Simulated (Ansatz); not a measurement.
# Li (P2_13): convergence test of the plane-wave cutoff, by script

How high a cutoff does Li (P2_13) need? Wanted for Li (P2_13): a convergence test of the plane-wave cutoff.

All numbers are computed with the Python package of Ansatz 0.2.0. Level of theory: DFT PBE, plane waves, PAW.

## Step 1: The structure

Symmetry: P2_13, No. 198, cubic system. Conventional cell: a = 4.454 Å, b = 4.454 Å, c = 4.454 Å, α = 90.00°, β = 90.00°, γ = 90.00°. Around Li (site symmetry 3) lie 6 Li at 2.73 Å.

The script reads POSCAR:

```text
Li
1.0
   4.45444033    0.00000000    0.00000000
   0.00000000    4.45444033    0.00000000
   0.00000000    0.00000000    4.45444033
Li
4
Direct
   0.87456800    0.12543200    0.62543200
   0.37456800    0.37456800    0.37456800
   0.12543200    0.62543200    0.87456800
   0.62543200    0.87456800    0.12543200
```

## Step 2: The code

The input, ecut.py:

```python
import csv
import warnings

import ansatz as az
from ase.io import read


def main() -> None:
    warnings.simplefilter("ignore", az.DeckWarning)

    atoms = read("POSCAR", format="vasp")
    crystal = az.Crystal.from_ase(atoms)

    calc = (
        crystal.calculation()
        .eigensolver("auto", mixed_precision=False)
        .scf(max_iterations=150)
        .functional("PBE")
        .occupations("fermi_dirac", width=0.2)
        .kpoints(mesh=(5, 5, 5), shift=0.5)
    )

    rows = []
    for value in [250, 325, 400, 475]:
        rep = calc.basis(value).run(threads=1).report
        rows.append((value, rep["free_energy_ev"] / len(rep["lattice"]["sites"]), rep["n_iterations"], rep["n_pw"]))

    with open("ecut.csv", "w", newline="") as handle:
        writer = csv.writer(handle)
        writer.writerow(["cutoff (eV)", "F/atom (eV)", "iterations", "plane waves"])
        writer.writerows([round(v, 5) if isinstance(v, float) else v for v in row] for row in rows)

    for row in rows[:-1]:
        shift = 1000 * (row[1] - rows[-1][1])
        print(f"{row[0]}: {shift:+.2f} meV/atom" + ("  (within 5 meV)" if abs(shift) < 5 else ""))


if __name__ == "__main__":
    main()
```

## Step 3: The run

Run with:

```bash
$ python ecut.py
```

**Question.** How fast does the energy converge with the cutoff (threshold 5 meV an atom)?

As calculated:

```
                              quantity           value
                         runs compared               4
       last run but one, from the last  +0.05 meV/atom
within 5 meV/atom of the last run from             325
```

What this shows: Runs 1, 2: each has a cutoff under the recommended one, so what rests on them isn't a property of the system. From 325 eV on it stays within 5 meV an atom of the value at 475 eV; the first row (250 eV) is off by 35.4 meV and the last but one by 0.05 meV. The energy falls steadily, as expected when plane waves are added. Notes:
- The mesh is modest for a metal, so energies can be off by several to tens of meV an atom and pressures by half a GPa or more; differences at equal mesh fare better.
- Within a few hundredths of an angstrom the cell has the higher group P4_132; the lower one is a small distortion.
- The smearing is wide enough that free energy and stress hold a thermal part of the electrons.
- This isn't the structure that Li takes at ambient conditions.
- Shifts are counted from the last row, which is itself no proven limit. Whether this is the phase that is stable at ambient conditions was not tested.
